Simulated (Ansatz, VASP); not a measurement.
One calculation of LiF, two programs

```
CELL_PARAMETERS angstrom
0.00000 2.03430 2.03430
2.03430 0.00000 2.03430
2.03430 2.03430 0.00000
ATOMIC_POSITIONS crystal
Li 0.50000 0.50000 0.50000
F 0.00000 0.00000 0.00000
```

Change from the starting cell: the structure that the rattled cell fell into.

Alike in both runs: task single point; functional PBE; k mesh 8 × 8 × 8; occupations gaussian, width 0.1 eV; no spin polarisation.

```csv
,VASP,Ansatz
version,VASP 6.6.1,Ansatz 0.2.0
potentials or method,"VASP PAW PBE potentials, release 64 (Li_sv, F)","scalar-relativistic, plane waves, PAW"
plane-wave cutoff (eV),520,420
valence electrons in the cell,10,10
```

Ansatz gave:

| Property | Result |
| --- | --- |
| gap on the k mesh at the Fermi level (eV) | 8.83 |
| least direct gap on the mesh (eV) | 8.83 |

Q: Which values does VASP return?

A: gap on the k mesh at the Fermi level (eV): 8.82; least direct gap on the mesh (eV): 8.82.

 A k mesh can miss the band edges.
